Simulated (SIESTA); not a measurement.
TiAl3 in SIESTA: the effect of basis

TiAl3:

```
Ti Al
1.0
    -1.91111    1.91111    4.28067
     1.91111   -1.91111    4.28067
     1.91111    1.91111   -4.28067
Ti Al
1 3
Direct
  0.00000 0.00000 0.00000
  0.25000 0.75000 0.50000
  0.75000 0.25000 0.50000
  0.50000 0.50000 0.00000
```

The cell comes from a database or a generator and needn't be the stable form of this composition.

Alike in all runs:

| Property | Result |
| --- | --- |
| Program | SIESTA 5.4.2 |
| Task | band structure |
| Functional | PBEsol |
| Potentials or basis | PseudoDojo 0.4 standard (PBEsol files) |
| Grid cutoff | 800 Ry |
| Energy shift | 0.003 Ry |
| k mesh | 10 × 10 × 10 |
| Occupations | fermi-dirac, width 0.05 eV |
| Spin | no spin polarisation |

| basis | pressure (GPa) |
| --- | --- |
| SZ | ? |
| SZP | 3.8 |
| DZ | 2.1 |
| DZP | -0.1 |
| TZP | -0.1 |
| TZDP | 0.1 |

What does the run with basis SZ give?

Pressure 10.0 GPa.

Caveats: the basis of atomic orbitals isn't converged, which shifts pressures, moduli and gaps; the basis has no polarisation orbitals (some runs).
